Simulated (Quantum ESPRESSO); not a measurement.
Crystal: Ag.

```
CELL_PARAMETERS angstrom
0.00000 2.04275 2.04275
2.04275 0.00000 2.04275
2.04275 2.04275 0.00000
ATOMIC_POSITIONS crystal
Ag 0.00000 0.00000 0.00000
```

```yaml
Program: Quantum ESPRESSO 7.5
Task: Wannier functions
Functional: PBE
Potentials_or_basis: PseudoDojo 0.4.1 SR PBE standard
Cutoff: 1116 eV
Density_cutoff: 4463 eV
k_mesh: 9 × 9 × 9
Occupations: fermi-dirac, width 0.05 eV
Spin: no spin polarisation
Mixing_beta: 0.5
Most_SCF_iterations: 120
SCF_threshold: 2e-10 Ry
k_mesh_for_the_Wannier_functions: 7 × 7 × 7
```

Start: SCDM with an erfc weight, μ = 3.0 eV over the reference level, σ = 3.0 eV, one function for each orbital of the shells Ag spd; the lowest 4 bands are left out. The reference level is the Fermi level, or the middle of the gap.

Q: With SCDM with an erfc weight, how many functions result, how localised are they, and how well do they interpolate the bands?

A: 9 functions with spreads from 0.95 to 4.41 Å², 22.3 Å² in all; they miss the direct bands by 77 meV (root mean square).

Wannier functions:
```
function  nearest atom  distance (Å)  spread (Å²)  on-site energy from the reference level (eV)
       1          1 Ag          0.14         1.12                                         -2.68
       2          1 Ag          0.06         0.95                                         -3.19
       3          1 Ag          0.16         1.00                                         -3.04
       4          1 Ag          0.10         1.43                                         -1.94
       5          1 Ag          0.16         3.08                                          2.25
       6          1 Ag          0.53         3.15                                          3.31
       7          1 Ag          1.54         4.41                                          6.77
       8          1 Ag          0.23         3.42                                          2.88
       9          1 Ag          0.31         3.75                                          4.67
```

Parts of the spread (Å²): invariant 11.78, diagonal 0.984, off-diagonal 9.54, total 22.31. Against the direct bands the interpolation misses by 77 meV (root mean square) and 550 meV at most, for states up to 1 eV over the reference level.
